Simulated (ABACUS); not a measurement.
Write the native input for ABACUS 3.10.1 that does the following.

| Item | Value |
| --- | --- |
| Task | band structure |
| Functional | SCAN |
| Potentials or basis | SG15 ONCV 1.2 PBE |
| Cutoff | 1361 eV |
| Density cutoff | 5442 eV |
| Basis | DZP LCAO (the cutoffs set its grid) |
| Occupations | fermi-dirac, width 0.05 eV |
| Spin | no spin polarisation |
| Orbital files | Li Li_confined-atom_8au_3s1p.orb |
| Radial cutoff of the potentials (pseudo_rcut) | 10 bohr |
| Density | read from an earlier self-consistent run |
| Path | G-H-N-G-P-H, P-N |
| Points for each segment of the path | 10 |
| SCF threshold on the density | 1e-07 |
| Max SCF steps | 100 |
| Eigensolver | genelpa |
| Mixing | broyden |
| Mixing share | 0.7 |
| Symmetry key | -1 |
| Bands | 6 |

Crystal: Li.

```xyz
1
Lattice="-1.7547 1.7547 1.7547 1.7547 -1.7547 1.7547 1.7547 1.7547 -1.7547" Properties=species:S:1:pos:R:3 pbc="T T T"
Li    0.0000    0.0000    0.0000
```

These files were run (other wordings do the same):

INPUT

```
INPUT_PARAMETERS
suffix              Li
calculation         nscf
basis_type          lcao
pseudo_dir          ./
orbital_dir         ./
symmetry            -1
dft_functional      scan
ecutwfc             100.0
pseudo_rcut         10
nspin               1
nbands              6
ks_solver           genelpa
smearing_method     fd
smearing_sigma      0.00367493
scf_thr             1e-07
scf_nmax            100
mixing_type         broyden
mixing_beta         0.7
mixing_tau          1
init_chg            file
out_band            1
```

STRU

```
ATOMIC_SPECIES
Li 6.9400 Li_ONCV_PBE-1.2.upf

NUMERICAL_ORBITAL
Li_confined-atom_8au_3s1p.orb

LATTICE_CONSTANT
5.7431478281

LATTICE_VECTORS
-0.5773502692 0.5773502692 0.5773502692
0.5773502692 -0.5773502692 0.5773502692
0.5773502692 0.5773502692 -0.5773502692

ATOMIC_POSITIONS
Cartesian

Li
0.0
1
0.0000000000 0.0000000000 0.0000000000 1 1 1
```

KPT

```
K_POINTS
8
Line
0.00000000 0.00000000 0.00000000 10 // G
0.50000000 -0.50000000 0.50000000 10 // H
0.00000000 0.00000000 0.50000000 10 // N
0.00000000 0.00000000 0.00000000 10 // G
0.25000000 0.25000000 0.25000000 10 // P
0.50000000 -0.50000000 0.50000000 1 // H
0.25000000 0.25000000 0.25000000 10 // P
0.00000000 0.00000000 0.50000000 1 // N
```

Potentials or basis: SG15 ONCV 1.2 PBE, DZP LCAO (the cutoffs set its grid).

Command:

```console
$ OMP_NUM_THREADS=1 mpirun -np 4 abacus > log
```

It took 0.54 s on 4 MPI ranks on AMD EPYC 9R14 (Zen 4), on a shared host, peak memory 0.4 GiB a rank.
